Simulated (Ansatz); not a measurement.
PbS: computed DOS

```yaml
crystal:
  lattice:
    - [0.00000, 2.96500, 2.96500]
    - [2.96500, 0.00000, 2.96500]
    - [2.96500, 2.96500, 0.00000]
  atoms:
    - { symbol: Pb, position: [0.00000, 0.00000, 0.00000] }
    - { symbol: S, position: [0.50000, 0.50000, 0.50000] }
```

The geometry is COD entry 9000001, unchecked; take it as a test cell.

No spin–orbit coupling, which matters for the heavy atoms here.

These are results of DFT, LDA, all-electron LAPW, scalar-relativistic in Ansatz 0.2.0, not measurements.

Settings: a Γ-centred 8×8×8 k mesh, Fermi–Dirac smearing of 0.01 eV, basis error target 0.5 meV/atom, no spin polarisation.

States per eV and cell, averaged over 0.4 eV, from -12.7 to 4.3 eV, with energies (bin centres) from the valence-band top; empty bins are left out. The partial columns, the largest 5 alone, are projections on Löwdin-orthogonalised atomic shells (those that the program's projection atoms carry: the occupied ones and, for some elements, an empty d or f shell; other empty shells have no column), summed over atoms of an element. Weights on diffuse s and p shells depend on that basis and aren't pure angular character.

| E (eV) | total | S 3p | Pb 6p | Pb 6s | S 3s | Pb 5d |
| --- | --- | --- | --- | --- | --- | --- |
| -12.6 | 0.98 | 0.01 | 0.18 | 0.10 | 0.69 | 0.01 |
| -12.2 | 2.08 | 0.01 | 0.32 | 0.08 | 1.64 | 0.03 |
| -11.8 | 1.17 | 0.00 | 0.11 | 0.03 | 1.00 | 0.03 |
| -9.0 | 0.04 | 0.01 | 0.00 | 0.03 | 0.00 | 0.00 |
| -8.6 | 1.04 | 0.23 | 0.01 | 0.76 | 0.03 | 0.00 |
| -8.2 | 1.99 | 0.35 | 0.03 | 1.50 | 0.11 | 0.00 |
| -7.8 | 1.20 | 0.17 | 0.02 | 0.88 | 0.14 | 0.00 |
| -7.4 | 0.46 | 0.06 | 0.00 | 0.30 | 0.09 | 0.00 |
| -7.0 | 0.18 | 0.02 | 0.00 | 0.11 | 0.05 | 0.00 |
| -6.6 | 0.09 | 0.01 | 0.00 | 0.06 | 0.03 | 0.00 |
| -6.2 | 0.01 | 0.00 | 0.00 | 0.01 | 0.00 | 0.00 |
| -5.0 | 0.20 | 0.10 | 0.09 | 0.00 | 0.00 | 0.00 |
| -4.6 | 0.56 | 0.31 | 0.23 | 0.01 | 0.00 | 0.00 |
| -4.2 | 0.78 | 0.45 | 0.30 | 0.02 | 0.01 | 0.00 |
| -3.8 | 1.11 | 0.68 | 0.38 | 0.02 | 0.01 | 0.00 |
| -3.4 | 1.70 | 1.13 | 0.51 | 0.03 | 0.02 | 0.00 |
| -3.0 | 1.83 | 1.29 | 0.47 | 0.03 | 0.02 | 0.01 |
| -2.6 | 2.09 | 1.56 | 0.43 | 0.05 | 0.02 | 0.01 |
| -2.2 | 2.14 | 1.71 | 0.31 | 0.07 | 0.02 | 0.01 |
| -1.8 | 1.31 | 1.03 | 0.16 | 0.09 | 0.01 | 0.01 |
| -1.4 | 1.27 | 0.90 | 0.16 | 0.18 | 0.02 | 0.00 |
| -1.0 | 1.61 | 1.11 | 0.18 | 0.27 | 0.02 | 0.00 |
| -0.6 | 0.39 | 0.25 | 0.05 | 0.08 | 0.01 | 0.00 |
| -0.2 | 0.02 | 0.01 | 0.00 | 0.01 | 0.00 | 0.00 |
| 0.6 | 0.06 | 0.01 | 0.04 | 0.00 | 0.01 | 0.00 |
| 1.0 | 0.37 | 0.05 | 0.24 | 0.01 | 0.05 | 0.00 |
| 1.4 | 0.83 | 0.10 | 0.56 | 0.02 | 0.10 | 0.00 |
| 1.8 | 1.13 | 0.14 | 0.79 | 0.02 | 0.12 | 0.00 |
| 2.2 | 1.32 | 0.15 | 1.00 | 0.02 | 0.08 | 0.00 |
| 2.6 | 1.37 | 0.20 | 1.04 | 0.02 | 0.05 | 0.00 |
| 3.0 | 1.49 | 0.27 | 1.06 | 0.02 | 0.03 | 0.00 |
| 3.4 | 1.68 | 0.34 | 1.10 | 0.02 | 0.02 | 0.00 |
| 3.8 | 2.03 | 0.43 | 1.16 | 0.01 | 0.01 | 0.00 |
| 4.2 | 2.65 | 0.69 | 1.48 | 0.01 | 0.01 | 0.00 |

Task: Which of the resolved shells contributes most in the top eV of the valence band?

Result: S 3p, with 65 % of all states there; Pb 6s follows with 19 %.
